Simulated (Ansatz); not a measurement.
This guess for C is about to be relaxed.

```
C
1.0
     1.32888    0.00000    0.00000
     0.00000    1.68128    0.00000
     0.00000    0.00000    2.47767
C
1
Direct
  0.00000 0.50000 0.00000
```

These are results of DFT PBE, scalar-relativistic, plane waves, PAW in Ansatz, not measurements. Cutoff 420 eV, Gaussian smearing, Γ-centred meshes. Cell and atoms relax first on a coarse mesh and then on a finer one. In between, the cell is made exact in the group found at 0.06 Å. In metals the finer mesh still leaves noise of several meV/atom or more. The steps can't lower the symmetry of their start. No spin polarisation in the relaxation; trial moments died out in a coarse test.

A guess keeps its type if space group and coordination stay and the shape of the cell changes little (axis ratios within about 15 %, angles within 6°); the volume may change.

Question: Does this structure survive the relaxation?

Answer: It doesn't keep its type. The symmetry goes from Pmmm (No. 47) to P4/mmm (No. 123). The volume per atom grows by 322.7 %, from 5.5 to 23.4 Å³. The shortest distance goes from 1.33 Å (C–C) to 1.28 Å (C–C). Counting neighbours within 15 % of an atom's shortest distance, the start has C 2 and the end C 2. In detail, at the end around C lie 2 C at 1.28 Å.

```
C
1.0
     4.27200    0.00000    0.00000
     0.00000    4.27200    0.00000
     0.00000    0.00000    1.28229
C
1
Direct
  0.50000 0.50000 0.00000
```

Energies count from the standard state of C at the same level.

Question: At what energy does it end?

Answer: +0.97 eV/atom. So it is a metastable form at best.

The last run used a 42×14×14 mesh (in the run's order of axes) for its 1-atom cell and Gaussian smearing of 0.10 eV. Weakly bound directions are ill-defined at this level, which has no dispersion term. The reference form of C is held partly by dispersion forces, which this level lacks. Symmetry constrained the relaxation, so the result can be a saddle point.
